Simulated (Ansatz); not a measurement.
# Understanding SrTe (rocksalt structure) from first principles

Level of theory: DFT, PBEsol, scalar-relativistic, no spin polarisation; plane waves to 420 eV with PAW datasets (Ansatz 0.2.0), Γ-centred 8×8×8 mesh, 0.05 eV Gaussian smearing; PAW files: Ansatz's generated set soft_2.

The compound is reported in the structure type of the start.

The relaxed structure (symmetry read at 0.01 Å). Symmetry: Fm-3m, No. 225, cubic system. Conventional cell: a = 6.608 Å, b = 6.608 Å, c = 6.608 Å, α = 90.00°, β = 90.00°, γ = 90.00°. Sr (site symmetry m-3m) has 6 Te at 3.30 Å as nearest neighbours. Te (site symmetry m-3m) is surrounded by 6 Sr at 3.30 Å. (Neighbours are counted to 15 % beyond the shortest distance.)

Results at this level of theory:

```
Volume                                                : 36.06 Å³/atom
Band gap                                              : 1.57 eV
Smallest direct gap                                   : 2.33 eV
Formation energy from the elements (0 K, uncorrected) : -1.74 eV/atom
Bulk modulus (Birch–Murnaghan)                        : 36 GPa
Pressure derivative B0′                               : 4.2
Shear modulus (Hill)                                  : 22 GPa
Young's modulus                                       : 54 GPa
Poisson's ratio                                       : 0.25
Elastically stable                                    : yes
```

Formal charges Sr²⁺, Te²⁻ balance and leave closed shells on every ion, so a band insulator is expected, and the gap is 1.57 eV.

Shannon's ionic radii give a check on the bond lengths: Sr²⁺ with 6 neighbours 1.18 Å + Te²⁻ 2.21 Å = 3.39 Å against a computed mean of 3.30 Å. Sums and bonds agree within 3 %, so ion sizes set the bond lengths.

**Question.** How stiff is it, in energy terms?

**Answer.** B0·V0 = 35.7 GPa × 36.05 Å³ = 8.03 eV/atom sets the scale: near the minimum ΔE ≈ ½ B0 V0 x², with x = V/V0 − 1, and a pressure of 0.4 GPa squeezes the volume by about 1 %. At the ends of the curve: x = −4.0 % predicts 6.3 meV/atom and the run gives 6.8; x = +4.0 % predicts 6.6 meV/atom and the run gives 6.1. The curve is steeper than the parabola on the compressed side and flatter on the expanded side: the bulk modulus rises with pressure.

**Question.** Which Debye temperature follows from the elastic moduli?

**Answer.** K = 36 GPa and G = 22 GPa (Hill). With a density of 4.955 g/cm³ (mean mass 107.6 u, 36.06 Å³/atom), K = 35.6 and G = 21.81 GPa from the unrounded constants, v_l = √((K + 4G/3)/ρ) = 3610 m/s and v_t = √(G/ρ) = 2100 m/s. The mean [(1/v_l³ + 2/v_t³)/3]^(−1/3) is 2330 m/s, and θ_D = (ħ/k_B)(6π²/V)^(1/3) v_m ≈ 210 K, with V the volume an atom.

Kohn–Sham gaps of semilocal functionals lie under measured ones, often by a third or more. Spin–orbit coupling, which matters for such heavy elements, is left out.
